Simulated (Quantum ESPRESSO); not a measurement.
A run of Quantum ESPRESSO 7.5 is set up as follows.

File pw.in:

```
&CONTROL
  calculation = 'scf'
  prefix = 'pwscf'
  outdir = './tmp'
  pseudo_dir = './pseudo'
  tprnfor = .true.
  tstress = .true.
  disk_io = 'low'
/
&SYSTEM
  ibrav = 0
  nat = 1
  ntyp = 1
  ecutwfc = 56
  ecutrho = 448
  nbnd = 16
  occupations = 'smearing'
  smearing = 'fd'
  degauss = 0.00367493
/
&ELECTRONS
  conv_thr = 2d-10
  electron_maxstep = 120
  mixing_beta = 0.5
/
ATOMIC_SPECIES
Zn    65.3800 zn_lda_v1.uspp.F.UPF
CELL_PARAMETERS angstrom
  -1.5690370000    1.5690370000    1.5690370000
   1.5690370000   -1.5690370000    1.5690370000
   1.5690370000    1.5690370000   -1.5690370000
ATOMIC_POSITIONS crystal
Zn     0.0000000000    0.0000000000    0.0000000000
K_POINTS automatic
12 12 12 0 0 0
```

Contents of bands.in:

```
&CONTROL
  calculation = 'bands'
  prefix = 'pwscf'
  outdir = './tmp'
  pseudo_dir = './pseudo'
  disk_io = 'low'
  verbosity = 'high'
/
&SYSTEM
  ibrav = 0
  nat = 1
  ntyp = 1
  ecutwfc = 56
  ecutrho = 448
  nbnd = 16
  occupations = 'smearing'
  smearing = 'fd'
  degauss = 0.00367493
/
&ELECTRONS
  conv_thr = 1d-08
  electron_maxstep = 120
  mixing_beta = 0.5
  diago_full_acc = .true.
  startingwfc = 'random'
/
ATOMIC_SPECIES
Zn    65.3800 zn_lda_v1.uspp.F.UPF
CELL_PARAMETERS angstrom
  -1.5690370000    1.5690370000    1.5690370000
   1.5690370000   -1.5690370000    1.5690370000
   1.5690370000    1.5690370000   -1.5690370000
ATOMIC_POSITIONS crystal
Zn     0.0000000000    0.0000000000    0.0000000000
K_POINTS crystal
60
 0.0000000000  0.0000000000  0.0000000000 1
 0.0416666667 -0.0416666667  0.0416666667 1
 0.0833333333 -0.0833333333  0.0833333333 1
 0.1250000000 -0.1250000000  0.1250000000 1
 0.1666666667 -0.1666666667  0.1666666667 1
 0.2083333333 -0.2083333333  0.2083333333 1
 0.2500000000 -0.2500000000  0.2500000000 1
 0.2916666667 -0.2916666667  0.2916666667 1
 0.3333333333 -0.3333333333  0.3333333333 1
 0.3750000000 -0.3750000000  0.3750000000 1
 0.4166666667 -0.4166666667  0.4166666667 1
 0.4583333333 -0.4583333333  0.4583333333 1
 0.5000000000 -0.5000000000  0.5000000000 1
 0.4375000000 -0.4375000000  0.5000000000 1
 0.3750000000 -0.3750000000  0.5000000000 1
 0.3125000000 -0.3125000000  0.5000000000 1
 0.2500000000 -0.2500000000  0.5000000000 1
 0.1875000000 -0.1875000000  0.5000000000 1
 0.1250000000 -0.1250000000  0.5000000000 1
 0.0625000000 -0.0625000000  0.5000000000 1
 0.0000000000  0.0000000000  0.5000000000 1
 0.0000000000  0.0000000000  0.4444444444 1
 0.0000000000  0.0000000000  0.3888888889 1
 0.0000000000  0.0000000000  0.3333333333 1
 0.0000000000  0.0000000000  0.2777777778 1
 0.0000000000  0.0000000000  0.2222222222 1
 0.0000000000  0.0000000000  0.1666666667 1
 0.0000000000  0.0000000000  0.1111111111 1
 0.0000000000  0.0000000000  0.0555555556 1
 0.0000000000  0.0000000000  0.0000000000 1
 0.0227272727  0.0227272727  0.0227272727 1
 0.0454545455  0.0454545455  0.0454545455 1
 0.0681818182  0.0681818182  0.0681818182 1
 0.0909090909  0.0909090909  0.0909090909 1
 0.1136363636  0.1136363636  0.1136363636 1
 0.1363636364  0.1363636364  0.1363636364 1
 0.1590909091  0.1590909091  0.1590909091 1
 0.1818181818  0.1818181818  0.1818181818 1
 0.2045454545  0.2045454545  0.2045454545 1
 0.2272727273  0.2272727273  0.2272727273 1
 0.2500000000  0.2500000000  0.2500000000 1
 0.2708333333  0.1875000000  0.2708333333 1
 0.2916666667  0.1250000000  0.2916666667 1
 0.3125000000  0.0625000000  0.3125000000 1
 0.3333333333  0.0000000000  0.3333333333 1
 0.3541666667 -0.0625000000  0.3541666667 1
 0.3750000000 -0.1250000000  0.3750000000 1
 0.3958333333 -0.1875000000  0.3958333333 1
 0.4166666667 -0.2500000000  0.4166666667 1
 0.4375000000 -0.3125000000  0.4375000000 1
 0.4583333333 -0.3750000000  0.4583333333 1
 0.4791666667 -0.4375000000  0.4791666667 1
 0.5000000000 -0.5000000000  0.5000000000 1
 0.2500000000  0.2500000000  0.2500000000 1
 0.2083333333  0.2083333333  0.2916666667 1
 0.1666666667  0.1666666667  0.3333333333 1
 0.1250000000  0.1250000000  0.3750000000 1
 0.0833333333  0.0833333333  0.4166666667 1
 0.0416666667  0.0416666667  0.4583333333 1
 0.0000000000  0.0000000000  0.5000000000 1
```

Potentials or basis: GBRV 1.5 LDA.

Run with:

```sh
$ OMP_NUM_THREADS=1 pw.x -in pw.in > pw.out
$ OMP_NUM_THREADS=1 pw.x -in bands.in > bands.out
```

Estimate the band gap on the k mesh.

none (metal or under the smearing width).

What does it give for the pressure?

-8.3 GPa.

Levels at the corners of the path, in eV from the Fermi level:
| point | band 7 | band 8 | band 9 | band 10 | band 11 | band 12 | band 13 | band 14 |
| --- | --- | --- | --- | --- | --- | --- | --- | --- |
| Γ | -7.72 | -7.72 | -7.22 | -7.22 | 18.81 | 18.81 | 18.81 | 20.60 |
| H | -6.96 | -6.96 | -6.96 | 4.16 | 4.16 | 4.16 | 7.27 | 8.73 |
| N | -7.25 | -7.19 | -6.88 | -2.56 | -1.00 | 11.15 | 12.62 | 15.30 |
| Γ | -7.72 | -7.72 | -7.22 | -7.22 | 18.81 | 18.81 | 18.81 | 20.60 |
| P | -7.83 | -7.18 | -7.18 | 1.75 | 2.37 | 2.37 | 2.37 | 31.21 |
| H | -6.96 | -6.96 | -6.96 | 4.16 | 4.16 | 4.16 | 7.27 | 8.73 |
| P | -7.83 | -7.18 | -7.18 | 1.75 | 2.37 | 2.37 | 2.37 | 31.21 |
| N | -7.25 | -7.19 | -6.88 | -2.56 | -1.00 | 11.15 | 12.62 | 15.30 |
